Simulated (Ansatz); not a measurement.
# Ni: starts and ends of a spin-polarised SCF, part 1 of 2

How much does the result for Ni depend on the starting moments? The same cell is run from several starts. Ni is taken in the measured crystal structure (space group Fm-3m, primitive cell doubled), 2 atoms in the cell. Source: COD entry 9013031.

The COD cell was measured well above room temperature, so it is larger than a cold one.

Method: DFT PBE, PAW, plane waves, scalar-relativistic, in Ansatz 0.2.0.

## 1. The starting structure

The structure is cubic, space group Fm-3m (No. 225). The conventional cell has a = 3.587 Å, b = 3.587 Å, c = 3.587 Å, α = 90.00°, β = 90.00°, γ = 90.00°. Ni (site symmetry m-3m) is surrounded by 12 Ni at 2.54 Å.

Structure file:

```xyz
2
Lattice="-1.7935 -3.5870 -1.7935 -1.7935 0.0000 -1.7935 1.7935 0.0000 -1.7935" Properties=species:S:1:pos:R:3 pbc="T T T"
Ni    0.0000    0.0000    0.0000
Ni    0.0000   -1.7935   -1.7935
```

In tables a label like Ni2 counts atoms in the order of input.yaml; a structure file may count by element.

First come: parallel moments, plain SCF; opposed moments +-, plain SCF; no spin polarisation; spin on, no moments given (the program may seed its own), plain SCF. What is tried next depends on their ends.

A plain SCF has the search for lower states switched off and ends at the first converged state. 

Site moments are integrals over atomic spheres and don't add up to the total.

## 2. Parallel moments, plain SCF

input.yaml reads:

```yaml
crystal:
  lattice:
    - [-1.7935, -3.587, -1.7935]
    - [-1.7935, 0.0, -1.7935]
    - [1.7935, 0.0, -1.7935]
  atoms:
    - { symbol: Ni, position: [0.0, 0.0, 0.0], spin: 2.0 }
    - { symbol: Ni, position: [0.5, 0.0, 0.5], spin: 2.0 }
magnetization:
  spin_polarized: true
hamiltonian:
  xc: pbe
  pseudopotentials: { kind: paw }
basis:
  ecutwfc: 420
kpoints:
  mp_grid: { grid: [7, 12, 10] }
scf:
  occupations: { method: fermi_dirac, width: 0.05 }
  lower_state_search: "off"
output:
  forces: true
  stress: true
  write_density: true
  write_potential: true
  elf: true
  volumetric_format: npy
```

Run with:

```bash
$ ansatz run input.yaml --threads 2 --pin off --max-ram 5120MiB --backend cpu --events-out ev --progress --plain --runs-dir out
```

Output, shortened:

```text
Warning: crystal.symmetry: narrowed to the stabiliser of the k-point mesh — unitary ops 32 → 8; excluded 24 operations that carry a point of the 7×12×10 mesh (shift [0, 0, 0]) off the mesh (the run samples exactly the mesh kpoints.mp_grid names, as under crystal.symmetry.detect: false, [...]
Pseudopotentials: kind: paw
Pseudopotential: Ni, paw, valence charge 18, recommended cutoff 420 eV (normal), Ni.paw.azcp
Functional definition: PBE
[...]
Crystal: 2 atoms, lattice volume = 23.076 Å³
Basis set: ecut = 420 eV, 451 PW (Γ), exchange–correlation on 60×36×36 points (8 copies of the dense FFT grid, shifted against one another)
Bands: 24, of which v1, the nominal top of the filled ones, is band 18 counted from 1 (17 counted from 0)
Symmetry: 8 space group operations
k-points: 258 of 840
[...]
Starting moments: Σ|m| = 4 μB on 2 of 2 sites
[...]
SCF iter   1: F=—  HF=-11678.876696 eV  |F-HF|=—  |Δ(HF+E_count)|=         —  Δρ=1.27e-1 (↑1.06e-1 ↓1.27e-1)  dr2=6.11e-2  dr2_m=2.84e0  M=1.901 μB ∫|m|=2.118 μB  β_m=0.30  ethr=1.70e-4  ⟨swp⟩=1.0  Hψ=62262  notcnv=0
[...]
spin-set hold released at iteration 1 (the charge has settled, or the pull on large starting moments outlasts its swing): the magnetisation degrees of freedom join the quasi-Newton model from the next iteration; the mixer history was flushed
[...]
SCF iter  10: F=-11679.414962 eV  HF=-11679.414962 eV  |F-HF|=8.15e-10  |Δ(HF+E_count)|=   7.12e-9  Δρ=4.91e-6 (↑4.91e-6 ↓4.60e-6)  dr2=2.52e-9  dr2_m=3.20e-9  M=1.352 μB ∫|m|=1.550 μB  ethr=2.78e-10  ⟨swp⟩=8.5  Hψ=70264  notcnv=0
[...]
SCF converged after 10 iterations
Magnetization: 1.3523 μB (18.6762 up, 17.3238 down)
Absolute magnetization: 1.5518 μB (∫|ρ↑−ρ↓|, with the PAW one-centre terms)
Spin contamination: 0.0168 ħ² per cell (⟨S²⟩ above its minimum at these occupations)
Per-site moments (μB) at R_I (Å): [(0.7179261003459226, 1.0462617099479103), (0.7179261003459222, 1.0462617099479103)]
Free energy (F): -11679.414962 eV
[...]
E sigma→0 (E₀):  -11679.400083 eV
Entropy (-TS):   -0.029758 eV (-14.879 meV/atom)
Fermi energy:    16.891725 eV
[...]
--- Forces (eV/Å), atoms counted from 1 ---
  atom   1  Ni     0.00000000    -0.00000000    -0.00000000
  atom   2  Ni     0.00000000    -0.00000000    -0.00000000
[...]
--- Stress (GPa, compression-positive) ---
       -9.736570      -0.049491       0.156192
       -0.049484      -9.895957      -0.049484
        0.156192      -0.049491      -9.736570
  P = ⅓ Tr σ = -9.7897 GPa (-97.897 kbar)
--- Band table (eV; the first three rows and the last of 516) ---
  k-point 0 ↑: bands = ["-86.7298", "-86.6958", "-47.1728", "-47.0815", "-47.0743", "-47.0155", "-47.0097", "-47.0055", "8.1591", "12.4998", "12.9022", "14.5239", "14.5341", "14.5342", "15.6336", "15.6362", "16.2902", "16.3406", "16.3411", "19.1996", "25.5029", "31.0780", "31.0781", "35.6800"]
[...]
```

Run time: 13 s. Hardware: 2 threads of Arm Neoverse V1, shared host; peak memory 0.47 GiB.

Result: ferromagnetic, site moments Ni1 0.72, Ni2 0.72 μB, total 1.35 μB per cell, no gap on the k-mesh.

The maps below are laid out on this run's own conventional cell (a, b, c = 3.587, 3.587, 3.587 Å).

Density in a lattice plane of the grid's cell (edges 3.59 and 3.59 Å, at 0.000 of the third edge), which holds Ni. It is the smooth density of the valence electrons, not physical close to the nuclei.

Ten even steps from '0' (0.16 e/Å³) to '9' (60.62 e/Å³):
```
753100000000000000000135
321000000000000000000012
100000000000000000000000
000000000000000000000000
000000000000000000000000
000000000000000000000000
000000000000100000000000
000000000012321000000000
000000000135753100000000
000000000247974200000000
000000000135753100000000
000000000012321000000000
000000000000100000000000
000000000000000000000000
000000000000000000000000
000000000000000000000000
100000000000000000000000
321000000000000000000012
753100000000000000000135
974200000000000000000247
```
Columns run along the first of these edges and rows up along the second, over one cell in 24 and 20 even steps from the bottom left corner. Atoms in the plane (fractional): Ni at (0.00, 0.00), Ni at (0.50, 0.50).

Spin density (up less down) in a lattice plane of the grid's cell (edges 3.59 and 3.59 Å, at 0.000 of the third edge), which holds Ni.

Values in e/Å³, 12 rows by 12 columns:
```
 1.32  0.68  0.10  0.01 -0.01 -0.01 -0.01 -0.01 -0.01  0.01  0.09  0.68
 0.09  0.10  0.03  0.00 -0.01 -0.01 -0.01 -0.01 -0.01  0.00  0.03  0.09
 0.01  0.01  0.00 -0.01  0.00  0.01  0.01  0.01  0.00 -0.01  0.00  0.01
-0.01 -0.01 -0.01  0.00  0.03  0.10  0.09  0.09  0.03  0.00 -0.01 -0.01
-0.01 -0.01 -0.01  0.01  0.10  0.68  1.32  0.68  0.09  0.01 -0.01 -0.01
-0.01 -0.01 -0.01  0.01  0.09  1.32  3.06  1.32  0.09  0.01 -0.01 -0.01
-0.01 -0.01 -0.01  0.01  0.09  0.68  1.32  0.68  0.10  0.01 -0.01 -0.01
-0.01 -0.01 -0.01  0.00  0.03  0.09  0.09  0.10  0.03  0.00 -0.01 -0.01
 0.01  0.01  0.00 -0.01  0.00  0.01  0.01  0.01  0.00 -0.01  0.00  0.01
 0.09  0.09  0.03  0.00 -0.01 -0.01 -0.01 -0.01 -0.01  0.00  0.03  0.10
 1.32  0.68  0.09  0.01 -0.01 -0.01 -0.01 -0.01 -0.01  0.01  0.10  0.68
 3.06  1.32  0.09  0.01 -0.01 -0.01 -0.01 -0.01 -0.01  0.01  0.09  1.32
```
Columns run along the first of these edges and rows up along the second, over one cell in 12 and 12 even steps from the bottom left corner. Atoms in the plane (fractional): Ni at (0.00, 0.00), Ni at (0.50, 0.50).

## 3. Opposed moments +-, plain SCF

input.yaml, as its differences from that of step 2:

```diff
@@ -7,3 +7,3 @@
     - { symbol: Ni, position: [0.0, 0.0, 0.0], spin: 2.0 }
-    - { symbol: Ni, position: [0.5, 0.0, 0.5], spin: 2.0 }
+    - { symbol: Ni, position: [0.5, 0.0, 0.5], spin: -2.0 }
 magnetization:
```

Run with:

```bash
$ ansatz run input.yaml --threads 2 --pin off --max-ram 5120MiB --backend cpu --events-out ev --progress --plain --runs-dir out
```

Output:

```text
Warning: crystal.symmetry: narrowed to the stabiliser of the k-point mesh — unitary ops 16 → 4; excluded 12 operations that carry a point of the 7×12×10 mesh (shift [0, 0, 0]) off the mesh (the run samples exactly the mesh kpoints.mp_grid names, as under crystal.symmetry.detect: false, and its converged state has the mesh's symmetry, not the crystal's; ε∞, the Born charges and the force constants of a linear response (`dielectric:` by the response, `phonons.method: dfpt`) are averaged over those of the crystal's operations that the state keeps within a tolerance, where `mesh_tensors`, `unaveraged_element` or `gamma_mean_max_change_ev_ang2` stands beside them; a row that `dielectric.field_direction` solves alone is averaged likewise, with nothing beside; a Γ-centred mesh of equal divisions is mapped onto itself by every operation and keeps the whole group, as does a half-shifted one under kpoints.further_shifts: images)
[... 11 lines as in an earlier run ...]
Symmetry: 4 space group operations
[... 5 lines as in an earlier run ...]
Starting moments: Σ|m| = 4 μB on 2 of 2 sites
[... 2 lines as in an earlier run ...]
spin-down is spin-up translated by (0.5, 0, 0.5): one eigenproblem is solved per k-point and the antiferromagnetic symmetry of the starting moments is kept exactly by this SCF (crystal.symmetry.spin_inversion_symmetry: false solves both channels; [...]
iter 1 solved again at ethr=4.06e-4 eV; its pass at ethr=3.10e-3 eV (dr2=1.46e-1 eV) is discarded
SCF iter   1: F=—  HF=-11678.491995 eV  |F-HF|=—  |Δ(HF+E_count)|=         —  Δρ=1.42e-1 (↑1.42e-1 ↓1.42e-1)  dr2=1.46e-1  dr2_m=4.18e0  M=0.000 μB ∫|m|=1.798 μB  β_m=0.30  ethr=4.06e-4  ⟨swp⟩=1.2  Hψ=31598  notcnv=0
Mixer restart at iter 1: flushing history
preconditioner: auto → none  [metal: Δε(μ)=0.002 eV  Ē_g=11.128 eV  σ=0.050 eV  W_gap=0.01  n_scr=6 (ndim 8)  ℏωp=34.6 eV  f_vac=0.000  D(μ)=6.45/eV (n_scr^D=128)  sad-step TF]
[... 1 line as in an earlier run ...]
SCF iter   2: F=—  HF=-11678.759042 eV  |F-HF|=—  |Δ(HF+E_count)|=   2.67e-1  Δρ=1.14e-1 (↑1.14e-1 ↓1.14e-1)  dr2=4.16e-2  dr2_m=2.74e0  M=0.000 μB ∫|m|=1.605 μB  β_m=0.55  ethr=4.05e-4  ⟨swp⟩=2.7  Hψ=9817  notcnv=0
SCF iter   3: F=—  HF=-11679.450130 eV  |F-HF|=—  |Δ(HF+E_count)|=   6.91e-1  Δρ=5.53e-2 (↑5.53e-2 ↓5.53e-2)  dr2=9.79e-1  dr2_m=2.43e-1  M=0.000 μB ∫|m|=0.814 μB  β_m=0.47  ethr=1.15e-4  ⟨swp⟩=3.1  Hψ=14787  notcnv=0  defer=150
SCF iter   4: F=—  HF=-11679.300564 eV  |F-HF|=—  |Δ(HF+E_count)|=   1.50e-1  Δρ=1.74e-2 (↑1.74e-2 ↓1.74e-2)  dr2=7.50e-2  dr2_m=2.73e-2  M=0.000 μB ∫|m|=0.543 μB  β_m=0.46  ethr=1.15e-4  ⟨swp⟩=3.0  Hψ=14620  notcnv=0  defer=268
SCF iter   5: F=—  HF=-11679.298021 eV  |F-HF|=—  |Δ(HF+E_count)|=   2.54e-3  Δρ=6.72e-3 (↑6.72e-3 ↓6.72e-3)  dr2=1.49e-2  dr2_m=2.46e-3  M=0.000 μB ∫|m|=0.416 μB  β_m=0.73  ethr=1.15e-4  ⟨swp⟩=2.4  Hψ=10680  notcnv=0  defer=265
SCF iter   6: F=—  HF=-11679.302701 eV  |F-HF|=—  |Δ(HF+E_count)|=   4.68e-3  Δρ=2.92e-3 (↑2.92e-3 ↓2.92e-3)  dr2=3.29e-3  dr2_m=1.86e-4  M=0.000 μB ∫|m|=0.356 μB  β_m=0.78  ethr=4.13e-5  ⟨swp⟩=2.1  Hψ=9350  notcnv=0  defer=265
SCF iter   7: F=—  HF=-11679.302382 eV  |F-HF|=—  |Δ(HF+E_count)|=   3.19e-4  Δρ=7.08e-4 (↑7.08e-4 ↓7.08e-4)  dr2=5.39e-5  dr2_m=3.58e-5  M=0.000 μB ∫|m|=0.341 μB  β_m=0.75  ethr=9.14e-6  ⟨swp⟩=2.1  Hψ=8240  notcnv=0  defer=265
SCF iter   8: F=—  HF=-11679.302396 eV  |F-HF|=—  |Δ(HF+E_count)|=   1.38e-5  Δρ=4.52e-4 (↑4.52e-4 ↓4.52e-4)  dr2=6.91e-6  dr2_m=3.66e-5  M=0.000 μB ∫|m|=0.339 μB  β_m=0.87  ethr=1.50e-7  ⟨swp⟩=2.2  Hψ=9688  notcnv=0  defer=265
SCF iter   9: F=—  HF=-11679.302449 eV  |F-HF|=—  |Δ(HF+E_count)|=   5.30e-5  Δρ=3.69e-4 (↑3.69e-4 ↓3.69e-4)  dr2=8.73e-6  dr2_m=1.77e-5  M=0.000 μB ∫|m|=0.327 μB  β_m=0.79  ethr=1.92e-8  ⟨swp⟩=2.0  Hψ=10630  notcnv=0  defer=265
SCF iter  10: F=—  HF=-11679.302466 eV  |F-HF|=—  |Δ(HF+E_count)|=   1.72e-5  Δρ=1.72e-4 (↑1.72e-4 ↓1.72e-4)  dr2=1.19e-6  dr2_m=5.42e-6  M=0.000 μB ∫|m|=0.317 μB  β_m=0.82  ethr=1.92e-8  ⟨swp⟩=2.0  Hψ=10644  notcnv=0  defer=265
SCF iter  11: F=—  HF=-11679.302471 eV  |F-HF|=—  |Δ(HF+E_count)|=   4.84e-6  Δρ=7.67e-5 (↑7.67e-5 ↓7.67e-5)  dr2=8.31e-9  dr2_m=1.23e-6  M=0.000 μB ∫|m|=0.310 μB  β_m=0.91  ethr=2.78e-10  ⟨swp⟩=10.7  Hψ=43348  notcnv=0
iter 12 did not close the SCF: its close was put off for a magnetic moment that had not settled (scf_convergence_deferred on its scf_iter line)
SCF iter  12: F=-11679.302472 eV  HF=-11679.302472 eV  |F-HF|=7.86e-9  |Δ(HF+E_count)|=   1.53e-6  Δρ=9.92e-6 (↑9.92e-6 ↓9.92e-6)  dr2=1.38e-8  dr2_m=5.01e-9  M=0.000 μB ∫|m|=0.305 μB  β_m=0.89  ethr=2.31e-11  ⟨swp⟩=9.3  Hψ=45102  notcnv=0
iter 13 did not close the SCF: its close was put off for a magnetic moment that had not settled (scf_convergence_deferred on its scf_iter line)
SCF iter  13: F=-11679.302472 eV  HF=-11679.302472 eV  |F-HF|=8.28e-9  |Δ(HF+E_count)|=   6.06e-9  Δρ=7.77e-6 (↑7.77e-6 ↓7.77e-6)  dr2=9.46e-9  dr2_m=1.00e-9  M=0.000 μB ∫|m|=0.305 μB  β_m=0.74  ethr=2.31e-11  ⟨swp⟩=4.9  Hψ=33141  notcnv=0
iter 14 did not close the SCF: its close was put off for a magnetic moment that had not settled (scf_convergence_deferred on its scf_iter line)
SCF iter  14: F=-11679.302472 eV  HF=-11679.302472 eV  |F-HF|=5.37e-10  |Δ(HF+E_count)|=   2.54e-9  Δρ=2.17e-6 (↑2.17e-6 ↓2.17e-6)  dr2=1.05e-9  dr2_m=4.05e-10  M=0.000 μB ∫|m|=0.305 μB  β_m=0.87  ethr=2.31e-11  ⟨swp⟩=5.3  Hψ=30928  notcnv=0
SCF iter  15: F=-11679.302472 eV  HF=-11679.302472 eV  |F-HF|=7.23e-9  |Δ(HF+E_count)|=   2.06e-9  Δρ=3.92e-6 (↑3.92e-6 ↓3.92e-6)  dr2=7.34e-9  dr2_m=9.65e-11  M=0.000 μB ∫|m|=0.305 μB  ethr=2.90e-12  ⟨swp⟩=4.2  Hψ=32363  notcnv=0
SCF 1 converged in 15 iterations: F = -11679.302472 eV  dr2 = 7.34e-9
SCF converged after 15 iterations
Magnetization: 0.0000 μB (18.0000 up, 18.0000 down)
Absolute magnetization: 0.3050 μB (∫|ρ↑−ρ↓|, with the PAW one-centre terms)
Spin contamination: 0.0885 ħ² per cell (⟨S²⟩ above its minimum at these occupations)
Per-site moments (μB) at R_I (Å): [(0.15058321762252555, 1.0462617099479103), (-0.15058321762252555, 1.0462617099479103)]
Free energy (F): -11679.302472 eV
Harris-Foulkes:  -11679.302472 eV  (|F-HF|=7.23e-9)
Internal energy: -11679.247066 eV  (E = F + TS)
E sigma→0 (E₀):  -11679.274769 eV
Entropy (-TS):   -0.055406 eV (-27.703 meV/atom)
Fermi energy:    16.688910 eV
--- Per-component energies (eV) ---
  E_band       = -609.653345
  E_kinetic    = 562.516051
  E_local      = -7069.458513  (includes V_loc(G=0)·N_el)
  E_nonlocal   = 1273.054521
  E_hartree    = 2947.416768
  E_xc         = -168.376194
  E_vxc        = -217.035403  (∫ρ·V_xc dr)
  E_paw        = -3261.031365  (= ΣΔE_a)
  E_vpaw       = -1053.555177  (= ΣTr[D̂ρ^β])
  E_aug_tail   = 0.001014  (compensation charges beyond the density's cutoff)
  E_ewald      = -5963.369348
  E_smearing   = -0.055406  (= −TS)
  E_closure    = 0.000000  (closes the sum)
  Σ components = -11679.302472   (vs F -11679.302472, Δ=0.00e0)
--- Forces (eV/Å), atoms counted from 1 ---
  atom   1  Ni     0.00000000     0.00000000     0.00000000
  atom   2  Ni    -0.00000000     0.00000000    -0.00000000
  max |Σ_I F_I| component: 4.10e-29 eV/Å
--- Stress (GPa, compression-positive) ---
      -10.973168      -0.053004       0.048663
       -0.053004     -10.693918      -0.053004
        0.048663      -0.053004     -10.973168
  P = ⅓ Tr σ = -10.8801 GPa (-108.801 kbar)
--- Band table (eV; the first three rows and the last of 516) ---
  k-point 0 ↑: bands = ["-86.3150", "-86.1310", "-46.7231", "-46.6733", "-46.6689", "-46.5078", "-46.4649", "-46.4587", "8.1381", "12.7099", "13.2595", "14.9679", "14.9708", "14.9793", "15.9833", "15.9883", "16.6575", "16.8403", "16.8432", "19.1738", "25.6470", "31.0831", "31.0831", "35.7872"]
  k-point 1 ↑: bands = ["-86.3141", "-86.1303", "-46.7190", "-46.6818", "-46.6677", "-46.5102", "-46.4745", "-46.4585", "8.3876", "12.8383", "13.3368", "14.8968", "15.0218", "15.0432", "15.9313", "15.9952", "16.3352", "16.5541", "16.8039", "19.9319", "25.7114", "28.9515", "31.4585", "36.7024"]
  k-point 2 ↑: bands = ["-86.3115", "-86.1285", "-46.7080", "-46.7040", "-46.6644", "-46.5169", "-46.4996", "-46.4580", "9.1158", "13.1784", "13.5393", "14.7133", "15.1629", "15.1686", "15.5470", "15.7997", "16.0715", "16.2928", "16.6881", "21.4788", "25.3672", "26.1995", "32.5370", "36.3428"]
  k-point 257 ↓: bands = ["-86.3041", "-86.1233", "-46.7809", "-46.7074", "-46.6620", "-46.5305", "-46.5206", "-46.4629", "12.6302", "12.6439", "14.8329", "14.8424", "14.9202", "15.0867", "15.7641", "15.8006", "16.5694", "16.7452", "17.6323", "17.6420", "22.3203", "22.3514", "37.2478", "37.2509"]
```

Run time: 12 s. Hardware: 2 threads of Arm Neoverse V1, shared host; peak memory 0.45 GiB.

The state reached is antiferromagnetic (magnetic neighbours of Ni1 with a moment over 0.3 of its own that point the other way: 8 of 12 at 2.54 Å, 0 of 6 at 3.59 Å), site moments Ni1 0.15, Ni2 -0.15 μB, total 0.00 μB per cell, no gap on the k-mesh. Against step 2, the lowest until now, it is 56.2 meV/atom higher.

The maps below are laid out on this run's own conventional cell (a, b, c = 3.587, 3.587, 3.587 Å).

Density in a lattice plane of the grid's cell (edges 3.59 and 3.59 Å, at 0.000 of the third edge), which holds Ni. It is the smooth density of the valence electrons, not physical close to the nuclei.

Ten even steps from ' ' (0.16 e/Å³) to '@' (60.66 e/Å³):
```
##++--..                                  ..--++
--::..                                      ..::
..                                              
                                                
                                                
                                                
                        ..                      
                    ..::--::..                  
                  ..--++##++--..                
                  ::==##@@##==::                
                  ..--++##++--..                
                    ..::--::..                  
                        ..                      
                                                
                                                
                                                
..                                              
--::..                                      ..::
##++--..                                  ..--++
@@##==::                                  ::==##
```
Columns run along the first of these edges and rows up along the second, over one cell in 24 and 20 even steps from the bottom left corner. Atoms in the plane (fractional): Ni at (0.00, 0.00), Ni at (0.50, 0.50).

Spin density (up less down) in a lattice plane of the grid's cell (edges 3.59 and 3.59 Å, at 0.000 of the third edge), which holds Ni.

Ten even steps from '0' (0.00 e/Å³) to '9' (0.61 e/Å³):
```
764200000000000000000246
332100000000000000000123
011000000000000000000011
000000000000000000000000
000000000000000000000000
000000000000000000000000
000000000011011000000000
000000000123332100000000
000000000246764200000000
000000000147974100000000
000000000246764200000000
000000000123332100000000
000000000011011000000000
000000000000000000000000
000000000000000000000000
000000000000000000000000
011000000000000000000011
332100000000000000000123
764200000000000000000246
974100000000000000000147
```
Columns run along the first of these edges and rows up along the second, over one cell in 24 and 20 even steps from the bottom left corner. Atoms in the plane (fractional): Ni at (0.00, 0.00), Ni at (0.50, 0.50).

## 4. No spin polarisation

input.yaml reads:

```yaml
crystal:
  lattice:
    - [-1.7935, -3.587, -1.7935]
    - [-1.7935, 0.0, -1.7935]
    - [1.7935, 0.0, -1.7935]
  atoms:
    - { symbol: Ni, position: [0.0, 0.0, 0.0] }
    - { symbol: Ni, position: [0.5, 0.0, 0.5] }
hamiltonian:
  xc: pbe
  pseudopotentials: { kind: paw }
basis:
  ecutwfc: 420
kpoints:
  mp_grid: { grid: [7, 12, 10] }
scf:
  occupations: { method: fermi_dirac, width: 0.05 }
  lower_state_search: "off"
output:
  forces: true
  stress: true
```

Run with:

```bash
$ ansatz run input.yaml --threads 2 --pin off --max-ram 5120MiB --backend cpu --events-out ev --progress --plain --runs-dir out
```

Output, shortened:

```text
[... 11 lines as in an earlier run ...]
Bands: 22, of which v1, the nominal top of the filled ones, is band 18 counted from 1 (17 counted from 0)
[... 5 lines as in an earlier run ...]
[...]
[... 2 lines as in an earlier run ...]
SCF iter   1: F=—  HF=-11679.301591 eV  |F-HF|=—  |Δ(HF+E_count)|=         —  Δρ=3.39e-3  dr2=6.88e-4  ethr=1.77e-3  ⟨swp⟩=5.0  Hψ=21011  notcnv=0
[...]
SCF iter   6: F=-11679.301677 eV  HF=-11679.301677 eV  |F-HF|=8.95e-9  |Δ(HF+E_count)|=   4.06e-8  Δρ=1.52e-5  dr2=9.75e-9  ethr=9.47e-11  ⟨swp⟩=2.7  Hψ=21754  notcnv=0
[...]
SCF converged after 6 iterations
Free energy (F): -11679.301677 eV
[...]
E sigma→0 (E₀):  -11679.271494 eV
Entropy (-TS):   -0.060367 eV (-30.184 meV/atom)
Fermi energy:    16.681967 eV
[...]
--- Forces (eV/Å), atoms counted from 1 ---
  atom   1  Ni     0.00000000     0.00000000    -0.00000000
  atom   2  Ni     0.00000000     0.00000000    -0.00000000
[...]
--- Stress (GPa, compression-positive) ---
      -11.117664      -0.050874       0.064991
       -0.050874     -10.785008      -0.050874
        0.064991      -0.050874     -11.117664
  P = ⅓ Tr σ = -11.0068 GPa (-110.068 kbar)
```

Run time: 3.3 s. Hardware: 2 threads of Arm Neoverse V1, shared host; peak memory 0.38 GiB.

The state reached is non-magnetic (no spin polarisation), no gap on the k-mesh. It lies 56.6 meV/atom above the lowest state so far (step 2).

(Continued in part 2 of 2.)
